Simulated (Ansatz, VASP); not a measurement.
## PtSe2 (Sudovikovite): VASP beside Ansatz

```xyz
3
Lattice="3.7240 0.0000 0.0000 -1.8620 3.2251 0.0000 0.0000 0.0000 5.0620" Properties=species:S:1:pos:R:3 pbc="T T T"
Pt    0.0000    0.0000    0.0000
Se    0.0000    2.1501    1.2655
Se    1.8620    1.0750    3.7965
```

Alike in both runs: task relaxation of cell and atoms; functional PBE; dispersion D3(BJ); k mesh 6 × 6 × 4; occupations gaussian, width 0.1 eV; no spin polarisation.

```csv
,VASP,Ansatz
version,VASP 6.6.1,Ansatz 0.2.0
potentials or method,"VASP PAW PBE potentials, release 64 (Pt, Se)","scalar-relativistic, plane waves, PAW"
plane-wave cutoff (eV),600,420
valence electrons in the cell,22,50
```

|  | VASP | Ansatz | Ansatz less VASP |
| --- | --- | --- | --- |
| gap on the k mesh at the Fermi level, each at its own relaxed structure (eV) | none | none | - |
| relaxed volume (Å³/atom) | 19.79 | 19.90 | +0.114 |
| relaxed cell length with the largest relative difference (Å) | 4.835 | 4.865 | +0.0306 |
| energy change over the relaxation (meV/atom) | -17 | -17 | +0.4 |

A gap of «none» marks a metal or a gap that the smearing closes. The two sets of potentials don't hold the same shells in valence.

Caveats: pairwise dispersion overbinds metals, which lowers pressure and volume. The runs have no spin-orbit coupling, so splittings on Pt are missing.
